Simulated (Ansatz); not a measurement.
## SiC: reading a single point

```yaml
crystal:
  lattice:
    - [4.68639, 2.69594, 0.11906]
    - [-1.58091, 2.72847, -0.00874]
    - [0.10487, 0.04398, 5.12122]
  atoms:
    - { symbol: Si, position: [0.31755, 0.04200, 0.01190] }
    - { symbol: Si, position: [0.80917, 0.53765, 0.00115] }
    - { symbol: Si, position: [0.14632, 0.47132, 0.47282] }
    - { symbol: Si, position: [0.66558, 0.01188, 0.50774] }
    - { symbol: C, position: [0.34160, 0.96772, 0.38593] }
    - { symbol: C, position: [0.82600, 0.47141, 0.38594] }
    - { symbol: C, position: [0.16708, 0.50999, 0.89616] }
    - { symbol: C, position: [0.65719, 0.96912, 0.90344] }
```

Single point in Ansatz 0.2.0 with BLYP, no spin polarisation. Cutoff 420 eV, PAW datasets, 4×6×4 (shifted by 0, 0.5, 0 steps) k mesh, gaussian filling (width 0.2598 eV).

**Charges.** Bader charges in e: Si +2.57 to +2.72, C -2.73 to -2.55. In the mean Si gives up most and C takes most.
**Forces.** The largest is on Si2: 6.32 eV/Å, components (5.51, -2.62, 1.66). It makes 176° with the line to a nearest neighbour, C8 at 1.68 Å, pointing away from it.
**Electronic structure.** The gap on the k mesh is 2.23 eV; the mesh may miss the band edges, so the true gap of this level can be smaller.
**Formation energy.** 0.10 eV an atom against the elements' usual phases (free molecules for gases, crystals otherwise, with no correction for O₂ or N₂), so at this geometry it isn't bound against them. Relaxing would lower it.
**Stress.** The pressure is 1.1 GPa (compression positive), so with the atoms held at these fractions the cell would first expand; the forces are large, so a full relaxation may end otherwise. The principal stresses -5.8, 3.2, 5.8 GPa differ, so its shape would change too.

Origin: a strained cell with displaced atoms, so it need not be a known compound. Caveats: an odd or shifted mesh can miss the band edges, so this level's true gap may be smaller; atoms or cell far from equilibrium; wide smearing; forces of this functional can be a tenth off on these datasets.
